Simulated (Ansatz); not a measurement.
# HgTe: response to strain

HgTe is deformed so: zz strain of +2 %. What stress and forces result, by LAPW, PAW and all-electron datasets made for the crystal?

Program: Ansatz 0.2.0. Level of theory: DFT PBE, scalar-relativistic. These are calculated values, not measurements.

### 1 The system as given

The structure is cubic, space group F-43m (No. 216). Conventional cell: a = 6.447 Å, b = 6.447 Å, c = 6.447 Å, α = 90.00°, β = 90.00°, γ = 90.00°. Hg (site symmetry -43m) is surrounded by 4 Te at 2.79 Å. Te (site symmetry -43m) has 4 Hg at 2.79 Å as nearest neighbours.

Structure file:

```
Hg Te
1.0
     0.00000    3.22350    3.22350
     3.22350    0.00000    3.22350
     3.22350    3.22350    0.00000
Hg Te
1 1
Direct
  0.00000 0.00000 0.00000
  0.75000 0.75000 0.75000
```

Atoms are numbered in the order of the input: Hg1, Te2.

### 2 The deformed structure

Space group F-43m before, I-4m2 after.

### 3 LAPW, all electrons

Input file input.yaml:

```yaml
crystal:
  lattice:
    - [0.0, 3.2235, 3.28797]
    - [3.2235, 0.0, 3.28797]
    - [3.2235, 3.2235, 0.0]
  atoms:
    - { symbol: Hg, position: [0.0, 0.0, 0.0] }
    - { symbol: Te, position: [0.75, 0.75, 0.75] }
kpoints:
  mp_grid: { grid: [11, 11, 11] }
  band_path:
    path:
      - [0.0, 0.0, 0.0]
      - [0.5, 0.0, 0.5]
      - [0.75, 0.25, 0.5]
      - [0.5, 0.5, 0.5]
      - [0.0, 0.0, 0.0]
      - [0.5, 0.5, 0.0]
      - [0.6298539023, 0.6298539023, 0.2597078047]
      - [0.3701460977, 0.3701460977, 0.7402921953]
      - [0.0, 0.0, 0.0]
    npoints: 5
scf:
  occupations: { method: fermi_dirac, width: 0.03 }
hamiltonian:
  xc: pbe
  pseudopotentials: { kind: all_electron, lapw: { basis_error: 0.0005 } }
output:
  forces: true
  stress: true
  eigenvalues: true
```

On the command line:

```
$ ansatz run input.yaml --threads 1 --pin off --max-ram 3072MiB --backend cpu --events-out ev --progress --plain --runs-dir out
```

### 4 PAW on the default files

Input file input.yaml:

```yaml
crystal:
  lattice:
    - [0.0, 3.2235, 3.28797]
    - [3.2235, 0.0, 3.28797]
    - [3.2235, 3.2235, 0.0]
  atoms:
    - { symbol: Hg, position: [0.0, 0.0, 0.0] }
    - { symbol: Te, position: [0.75, 0.75, 0.75] }
kpoints:
  mp_grid: { grid: [11, 11, 11] }
scf:
  occupations: { method: fermi_dirac, width: 0.03 }
hamiltonian:
  xc: pbe
  pseudopotentials: { kind: paw }
output:
  forces: true
  stress: true
  eigenvalues: true
  efg: { contact_densities: true }
```

### 5 Datasets made for this crystal

input.yaml: that of step 4 with these lines changed.

```diff
@@ -14,3 +14,3 @@
   xc: pbe
-  pseudopotentials: { kind: paw }
+  pseudopotentials: { kind: all_electron, datasets: crystal }
 output:
```

(Steps that only read results are left out.)

What does the calculation give? Wanted: pressure; largest shear or deviatoric stress.

The runs gave:

```
                                 quantity                                           value
                                 pressure  LAPW 3.04, PAW 3.04, crystal datasets 3.04 GPa
largest shear or deviatoric stress (LAPW)                                        0.17 GPa
```

In words: The largest part of the stress beyond the pressure is 0.17 GPa in size, in the zz component; the atoms are carried along and not relaxed. No run of the undeformed cell stands beside it, so the pressure holds what the given cell had before the change. PAW: stress within 0.01 GPa of LAPW. Crystal datasets: stress within 0.01 GPa of LAPW. Spin-orbit coupling is left out, though the cell holds Hg; in elements this heavy it can shift bands and gaps by tenths of an eV.
